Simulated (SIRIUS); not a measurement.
Input of a SIRIUS 7.10.0 run:

Contents of sirius.json:

```json
{
  "control": {
    "processing_unit": "cpu",
    "verbosity": 2,
    "num_bands_to_print": 21,
    "print_forces": true,
    "print_stress": true
  },
  "parameters": {
    "electronic_structure_method": "pseudopotential",
    "xc_functionals": ["XC_GGA_X_PBE", "XC_GGA_C_PBE"],
    "gk_cutoff": 8.7,
    "pw_cutoff": 17.4,
    "ngridk": [9, 9, 5],
    "shiftk": [0, 0, 0],
    "smearing": "fermi_dirac",
    "smearing_width": 0.0018374661,
    "num_bands": 21,
    "num_mag_dims": 0,
    "num_dft_iter": 100,
    "energy_tol": 1e-08,
    "density_tol": 1e-06
  },
  "iterative_solver": {
    "type": "davidson",
    "min_tolerance": 1e-09,
    "tolerance_scale": [0.1, 0.25]
  },
  "mixer": {
    "type": "anderson",
    "beta": 0.7,
    "max_history": 8
  },
  "settings": {
    "tol_ne": 1e-10,
    "pseudo_grid_cutoff": 6.5
  },
  "unit_cell": {
    "lattice_vectors": [
      [6.761822837938, 0.0, 0.0],
      [-3.38091140952, 5.855910356971, 0.0],
      [0.0, 0.0, 10.908223636747]
    ],
    "atom_coordinate_units": "lattice",
    "atom_types": ["W", "S"],
    "atom_files": {
      "S": "S.json",
      "W": "W.json"
    },
    "atoms": {
      "W": [
        [0.013431, 0.007805, -0.001661]
      ],
      "S": [
        [0.320173, 0.667169, 0.250504],
        [0.671019, 0.338591, 0.751189]
      ]
    }
  }
}
```

Potentials or basis: PseudoDojo 0.4.1 PBE standard (scalar relativistic).

The run is started by

```bash
$ upf_to_json S.upf
$ upf_to_json W.upf
$ OMP_NUM_THREADS=1 sirius.scf --input=sirius.json --output=out.json --task=0
```

**Question.** What does it give for the pressure?

**Answer.** -12.4 GPa.

**Question.** Estimate the largest force.

**Answer.** 0.876 eV/Å.

**Question.** Predict the band gap on the k mesh.

**Answer.** None (metal or under the smearing width).

Forces on the atoms (eV/Å):
```
W   -0.100 -0.005  0.162
S    0.187  0.028 -0.856
S   -0.087 -0.022  0.693
```

Spin-orbit coupling is left out, which matters for the levels of W.
